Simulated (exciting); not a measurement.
# C (Fd-3m) in exciting: equation of state

How stiff is C in PBE, and what volume does it want? The cell is scaled to several volumes.

All numbers are computed with exciting (release sodium); they aren't measurements. Logs are shortened: lines on timing, memory, paths and dates and some standing lists are left out, and cuts for length are marked.

**The experiment to reproduce.**

From “Equation of state of cubic boron nitride at high pressures and temperatures”, 2007, arxiv:cond-mat/0702656, for a bulk crystal of C: bulk modulus 444.8 ± 0.8 GPa.

The runs below are set against these values where they give the same quantity.

## 1. The crystal as given

It takes space group Fd-3m (No. 227, cubic). The conventional cell has a = 3.567 Å, b = 3.567 Å, c = 3.567 Å, α = 90.00°, β = 90.00°, γ = 90.00°. C (site symmetry -43m) has 4 C at 1.54 Å as nearest neighbours.

This isn't the form of C at room conditions, which is graphite.

## 2. Equation of state, PBE, 5.33 Å³/atom (volume scaled by 0.94)

input.xml reads:

```xml
<input>
  <title>C</title>
  <structure speciespath="./" tshift="false">
    <crystal scale="1">
      <basevect>0.000000000000 3.301284414193 3.301284414193</basevect>
      <basevect>3.301284414193 0.000000000000 3.301284414193</basevect>
      <basevect>3.301284414193 3.301284414193 0.000000000000</basevect>
    </crystal>
    <species speciesfile="C.xml" rmt="1.4">
      <atom coord="0.750000000000 0.750000000000 0.750000000000"/>
      <atom coord="0.500000000000 0.500000000000 0.500000000000"/>
    </species>
  </structure>
  <groundstate do="fromscratch" ngridk="13 13 13" rgkmax="7.5" gmaxvr="14" lmaxapw="10" lmaxmat="10" lmaxvr="8" xctype="GGA_PBE" stype="Fermi Dirac" swidth="0.00183747" nempty="10" ValenceRelativity="iora*" epsengy="1e-05" epspot="1e-05" maxscl="60" outputlevel="normal"/>
</input>
```

Potentials or basis: all-electron LAPW+lo, shipped species files, valence relativity iora*.

On the command line:

```
> OMP_NUM_THREADS=1 exciting_smp
```

INFO.OUT:

```text
================================================================================
EXCITING SODIUM started
[... 10 lines left out ...]

 Lattice vectors (cartesian) :
      0.0000000000      3.3012844142      3.3012844142
      3.3012844142      0.0000000000      3.3012844142
      3.3012844142      3.3012844142      0.0000000000

 Reciprocal lattice vectors (cartesian) :
     -0.9516273848      0.9516273848      0.9516273848
      0.9516273848     -0.9516273848      0.9516273848
      0.9516273848      0.9516273848     -0.9516273848

 Unit cell volume                           :      71.9579562921
 Brillouin zone volume                      :       3.4471547863

 Species :    1 (C)
     parameters loaded from                 :    C.xml
     name                                   :    carbon
     nuclear charge                         :      -6.00000000
     electronic charge                      :       6.00000000
     atomic mass                            :   21894.16673000
     muffin-tin radius                      :       1.40000000
     # of radial points in muffin-tin       :     250

     atomic positions (lattice) :
       1 :   0.75000000  0.75000000  0.75000000
       2 :   0.50000000  0.50000000  0.50000000

 Total number of atoms per unit cell        :       2

 Spin treatment                             :    spin-unpolarised

 Number of Bravais lattice symmetries       :      48
 Number of crystal symmetries               :      24

 k-point grid                               :      13   13   13
 Total number of k-points                   :     140
 k-point set is reduced with crystal symmetries

 R^MT_min * |G+k|_max (rgkmax)              :       7.50000000
 Species with R^MT_min                      :       1 (C)
 Maximum |G+k| for APW functions            :       5.35714286
 Maximum |G| for potential and density      :      14.00000000

 G-vector grid sizes                        :      24    24    24
 Total number of G-vectors                  :    3383

 Maximum angular momentum used for
     APW functions                          :      10
     computing H and O matrix elements      :      10
     potential and density                  :       8
     inner part of muffin-tin               :       2

 Total nuclear charge                       :     -12.00000000
 Total electronic charge                    :      12.00000000
 Total core charge                          :       4.00000000
 Total valence charge                       :       8.00000000

 Number of empty states                     :      10
 Total number of valence states             :      15

 Maximum Hamiltonian size                   :     202
 Maximum number of plane-waves              :     194
 Total number of local-orbitals             :       8

 Exchange-correlation type                  :      20
     Perdew-Burke-Ernzerhof, Phys. Rev. Lett. 77, 3865 (1996)
     Generalised gradient approximation (GGA)

 Smearing scheme                            :    Fermi-Dirac
 Smearing width                             :       0.00183747

 Using multisecant Broyden potential mixing
[... 16 lines left out ...]
+ SCF iteration number :    1                                                  +
++++++++++++++++++++++++++++++++++++++++++++++++++++++++++++++++++++++++++++++++
 Total energy                               :       -77.29986348
 _______________________________________________________________
 Fermi energy                               :         0.50702800
 Kinetic energy                             :        75.53459883
 Coulomb energy                             :      -141.86307139
 Exchange energy                            :       -10.52709597
 Correlation energy                         :        -0.44429495

 DOS at Fermi energy (states/Ha/cell)       :         0.00000000

 Electron charges :
     core                                   :         4.00000000
     core leakage                           :         0.00023532
     valence                                :         8.00000000
     interstitial                           :         3.17549098
     charge in muffin-tin spheres :
                  atom     1     C          :         4.41225451
                  atom     2     C          :         4.41225451
     total charge in muffin-tins            :         8.82450902
     total charge                           :        12.00000000

 Estimated fundamental gap                  :         0.18894969
        valence-band maximum at    1      0.0000  0.0000  0.0000
     conduction-band minimum at   47      0.3077  0.3077  0.0000

++++++++++++++++++++++++++++++++++++++++++++++++++++++++++++++++++++++++++++++++
+ SCF iteration number :    2                                                  +
++++++++++++++++++++++++++++++++++++++++++++++++++++++++++++++++++++++++++++++++
 Total energy                               :       -76.93229855
 _______________________________________________________________
 Fermi energy                               :         0.52035203
 Kinetic energy                             :        75.73558147
 Coulomb energy                             :      -141.71557818
 Exchange energy                            :       -10.50628841
 Correlation energy                         :        -0.44601344

 DOS at Fermi energy (states/Ha/cell)       :         0.00000000

 Electron charges :
     core                                   :         4.00000000
     core leakage                           :         0.00023802
     valence                                :         8.00000000
     interstitial                           :         3.21780325
     charge in muffin-tin spheres :
                  atom     1     C          :         4.39112761
                  atom     2     C          :         4.39106914
     total charge in muffin-tins            :         8.78219675
     total charge                           :        12.00000000

 Estimated fundamental gap                  :         0.17979695
        valence-band maximum at    1      0.0000  0.0000  0.0000
     conduction-band minimum at   56      0.3846  0.3846  0.0000

 RMS change in effective potential (target) :   10.0976      ( 0.100000E-04)
 Absolute change in total energy   (target) :  0.367565      ( 0.100000E-04)
 Charge distance                   (target) :  0.761389E-02  ( 0.100000E-04)

++++++++++++++++++++++++++++++++++++++++++++++++++++++++++++++++++++++++++++++++
+ SCF iteration number :    3                                                  +
++++++++++++++++++++++++++++++++++++++++++++++++++++++++++++++++++++++++++++++++
 Total energy                               :       -76.66069938
 _______________________________________________________________
 Fermi energy                               :         0.53006053
 Kinetic energy                             :        75.88363442
 Coulomb energy                             :      -141.60627678
 Exchange energy                            :       -10.49071594
 Correlation energy                         :        -0.44734109
[... 227 lines left out ...]
 Electron charges :
     core                                   :         4.00000000
     core leakage                           :         0.00024207
     valence                                :         8.00000000
     interstitial                           :         3.31415548
     charge in muffin-tin spheres :
                  atom     1     C          :         4.34296705
                  atom     2     C          :         4.34287747
     total charge in muffin-tins            :         8.68584452
     total charge                           :        12.00000000

 Estimated fundamental gap                  :         0.15759121
        valence-band maximum at    1      0.0000  0.0000  0.0000
     conduction-band minimum at   56      0.3846  0.3846  0.0000

 RMS change in effective potential (target) :  0.207267E-05  ( 0.100000E-04)
 Absolute change in total energy   (target) :  0.268671E-05  ( 0.100000E-04)
 Charge distance                   (target) :  0.602360E-07  ( 0.100000E-04)

++++++++++++++++++++++++++++++++++++++++++++++++++++++++++++++++++++++++++++++++
+ SCF iteration number :   11                                                  +
++++++++++++++++++++++++++++++++++++++++++++++++++++++++++++++++++++++++++++++++
 Total energy                               :       -76.19574087
 _______________________________________________________________
 Fermi energy                               :         0.54772432
 Kinetic energy                             :        76.13695630
 Coulomb energy                             :      -141.42039865
 Exchange energy                            :       -10.46235792
 Correlation energy                         :        -0.44994060

 DOS at Fermi energy (states/Ha/cell)       :         0.00000000

 Electron charges :
     core                                   :         4.00000000
     core leakage                           :         0.00024207
     valence                                :         8.00000000
     interstitial                           :         3.31415546
     charge in muffin-tin spheres :
                  atom     1     C          :         4.34296705
                  atom     2     C          :         4.34287749
     total charge in muffin-tins            :         8.68584454
     total charge                           :        12.00000000

 Estimated fundamental gap                  :         0.15759121
        valence-band maximum at    1      0.0000  0.0000  0.0000
     conduction-band minimum at   56      0.3846  0.3846  0.0000

 RMS change in effective potential (target) :  0.676902E-07  ( 0.100000E-04)
 Absolute change in total energy   (target) :  0.873766E-07  ( 0.100000E-04)
 Charge distance                   (target) :  0.393842E-08  ( 0.100000E-04)

++++++++++++++++++++++++++++++++++++++++++++++++++++++++++++++++++++++++++++++++
| Convergency criteria checked for the last 2 iterations                       +
| Convergence targets achieved. Performing final SCF iteration                 +
++++++++++++++++++++++++++++++++++++++++++++++++++++++++++++++++++++++++++++++++
 Total energy                               :       -76.19574089
 _______________________________________________________________
 Fermi energy                               :         0.54772432
 Kinetic energy                             :        76.13695630
 Coulomb energy                             :      -141.42039866
 Exchange energy                            :       -10.46235792
 Correlation energy                         :        -0.44994060

 DOS at Fermi energy (states/Ha/cell)       :         0.00000000

 Electron charges :
     core                                   :         4.00000000
     core leakage                           :         0.00024207
     valence                                :         8.00000000
     interstitial                           :         3.31415546
     charge in muffin-tin spheres :
                  atom     1     C          :         4.34296705
                  atom     2     C          :         4.34287748
     total charge in muffin-tins            :         8.68584454
     total charge                           :        12.00000000

 Estimated fundamental gap                  :         0.15759121
        valence-band maximum at    1      0.0000  0.0000  0.0000
     conduction-band minimum at   56      0.3846  0.3846  0.0000

++++++++++++++++++++++++++++++++++++++++++++++++++++++++++++++++++++++++++++++++
[... 9 lines left out ...]
| EXCITING SODIUM stopped                                                      =
================================================================================
```

Run time: 90 s. Hardware: 1 thread of Arm Neoverse V1, shared host; peak memory 0.12 GiB.

What came out:

- Free energy: -2073.3917 eV
- Band gap on the k mesh: 4.29 eV, indirect (least direct gap 5.77 eV)
- All electrons inside the program's atomic spheres: C 4.34 (radii C 1.4 bohr)

Caveat: an odd mesh through Γ misses points on the zone boundary, where band edges often lie.

## 3. Equation of state, PBE, 5.44 Å³/atom (volume scaled by 0.96)

input.xml, as its differences from that of step 2:

```diff
@@ -4,5 +4,5 @@
     <crystal scale="1">
-      <basevect>0.000000000000 3.301284414193 3.301284414193</basevect>
-      <basevect>3.301284414193 0.000000000000 3.301284414193</basevect>
-      <basevect>3.301284414193 3.301284414193 0.000000000000</basevect>
+      <basevect>0.000000000000 3.324533661981 3.324533661981</basevect>
+      <basevect>3.324533661981 0.000000000000 3.324533661981</basevect>
+      <basevect>3.324533661981 3.324533661981 0.000000000000</basevect>
     </crystal>
```

Potentials or basis: all-electron LAPW+lo, shipped species files, valence relativity iora*.

On the command line:

```
> OMP_NUM_THREADS=1 exciting_smp
```

Wall time 93 s (1 thread of Arm Neoverse V1, shared host); peak memory 0.12 GiB.

It converged, with:

```
Free energy                                       : -2073.4294 eV
Band gap on the k mesh                            : 4.24 eV, indirect (least direct gap 5.71 eV)
All electrons inside the program's atomic spheres : C 4.32 (radii C 1.4 bohr)
```

Caveat: an odd mesh through Γ misses points on the zone boundary, where band edges often lie.

## 4. Equation of state, PBE, 5.56 Å³/atom (volume scaled by 0.98)

input.xml, as its differences from that of step 3:

```diff
@@ -4,5 +4,5 @@
     <crystal scale="1">
-      <basevect>0.000000000000 3.324533661981 3.324533661981</basevect>
-      <basevect>3.324533661981 0.000000000000 3.324533661981</basevect>
-      <basevect>3.324533661981 3.324533661981 0.000000000000</basevect>
+      <basevect>0.000000000000 3.347462204915 3.347462204915</basevect>
+      <basevect>3.347462204915 0.000000000000 3.347462204915</basevect>
+      <basevect>3.347462204915 3.347462204915 0.000000000000</basevect>
     </crystal>
```

On the command line:

```
> OMP_NUM_THREADS=1 exciting_smp
```

It took 96 s on 1 thread of Arm Neoverse V1, shared host; peak memory 0.12 GiB.

The run converged. Its results:

| Quantity | Value |
| --- | --- |
| Free energy | -2073.4521 eV |
| Band gap on the k mesh | 4.20 eV, indirect (least direct gap 5.66 eV) |
| All electrons inside the program's atomic spheres | C 4.30 (radii C 1.4 bohr) |

Caveat: an odd mesh through Γ misses points on the zone boundary, where band edges often lie.

## 5. Equation of state, PBE, 5.67 Å³/atom

input.xml, as its differences from that of step 4:

```diff
@@ -4,5 +4,5 @@
     <crystal scale="1">
-      <basevect>0.000000000000 3.347462204915 3.347462204915</basevect>
-      <basevect>3.347462204915 0.000000000000 3.347462204915</basevect>
-      <basevect>3.347462204915 3.347462204915 0.000000000000</basevect>
+      <basevect>0.000000000000 3.370080878874 3.370080878874</basevect>
+      <basevect>3.370080878874 0.000000000000 3.370080878874</basevect>
+      <basevect>3.370080878874 3.370080878874 0.000000000000</basevect>
     </crystal>
```

On the command line:

```
> OMP_NUM_THREADS=1 exciting_smp
```

It took 1.7 min on 1 thread of Arm Neoverse V1, shared host; peak memory 0.12 GiB.

The run converged. Its results:

| Item | Value |
| --- | --- |
| Free energy | -2073.4611 eV |
| Band gap on the k mesh | 4.15 eV, indirect (least direct gap 5.60 eV) |
| All electrons inside the program's atomic spheres | C 4.27 (radii C 1.4 bohr) |

Caveat: an odd mesh through Γ misses points on the zone boundary, where band edges often lie.

[end of part 1 of 2]
